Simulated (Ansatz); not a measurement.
# ZnS (F-43m), a film clamped to a substrate

Computed with DFT PBE, scalar-relativistic, plane waves, PAW (Ansatz). Settings: plane waves to 420 eV, k-mesh 8×8×8 (Γ-centred), Gaussian smearing 0.05 eV. No spin polarisation. Energies are free energies at this smearing, counted from the undisturbed cell; pressure is positive in compression.

The starting cell (relaxed at this level):

```yaml
crystal:
  lattice:
    - [0.00000, 2.72156, 2.72156]
    - [2.72156, 0.00000, 2.72156]
    - [2.72156, 2.72156, 0.00000]
  atoms:
    - { symbol: Zn, position: [0.00000, 0.00000, 0.00000] }
    - { symbol: S, position: [0.75000, 0.75000, 0.75000] }
```

The cell (2 atoms, V0 = 40.32 Å³) is strained by p along both x and y and by q along z, fractional coordinates fixed. τp = (1/V0) ∂E/∂p = (σxx + σyy)(1 + p)(1 + q) and τq = (1/V0) ∂E/∂q = σzz(1 + p)², with tension positive.

```csv
p,q,ΔE (meV/atom),τp (GPa),τq (GPa)
0.000,0.000,0.00,-0.04,-0.02
-0.015,0.000,4.55,-4.87,-1.79
0.015,0.000,4.11,4.32,1.57
0.000,-0.015,1.43,-1.78,-1.50
0.000,0.015,1.32,1.58,1.41
```

Question: Get the second derivatives of the energy density.

Answer: Central differences give A = ∂τp/∂p = 306 GPa (C11 + C22 + 2 C12), C = ∂τq/∂q = 97 GPa (C33) and the cross term B = ∂τq/∂p = 112 GPa (C13 + C23); ∂τp/∂q = 112 GPa must equal B, and any difference shows higher-order terms. The ions are clamped. In a cubic crystal C11 = C = 97, C12 = B/2 = 56 GPa and A should be 2(C11 + C12) = 306 GPa; the bulk modulus is (C11 + 2 C12)/3 = 70 GPa.

Question: A film of this crystal grows with z along the normal on a substrate that imposes p. How does its thickness respond, and what does the misfit cost?

Answer: Count p and q from the stress-free cell. A free surface needs τq = 0, so q = −(B/C) p = -1.15 p. The energy density left is (A − B²/C) p²/2 = M p², with the biaxial modulus M = 89 GPa; a misfit of 1 % costs 1.11 meV/atom, against 1.93 meV/atom if the thickness were held.

Cost: 25 runs of about 0.41 core-minutes in all, on AMD EPYC 9R45 (Zen 5) (shared hosts).

The film relieves much of its misfit energy by changing thickness: the cost of a 1 % misfit falls from 1.93 to 1.11 meV/atom. In the tetrahedral network, bending bond angles is easier than stretching Zn–S bonds, and the partly ionic bonding weakens the angular forces further. The normal strain of -1.15 p therefore offsets part of the bond-length change, though it falls well short of conserving volume. Compression costs more than equal tension in both strain directions, as expected from the steepening repulsion between closer ions.

Holding the fractional coordinates fixed does no harm here, because symmetry forbids a relative displacement of the Zn and S sublattices under these axial strains. The constants are somewhat softer than those measured for zinc blende, in keeping with PBE's usual underbinding. The biaxial modulus of 89 GPa holds for a coherent (001) film; other orientations also involve the shear constant C44, for which internal relaxation does matter.
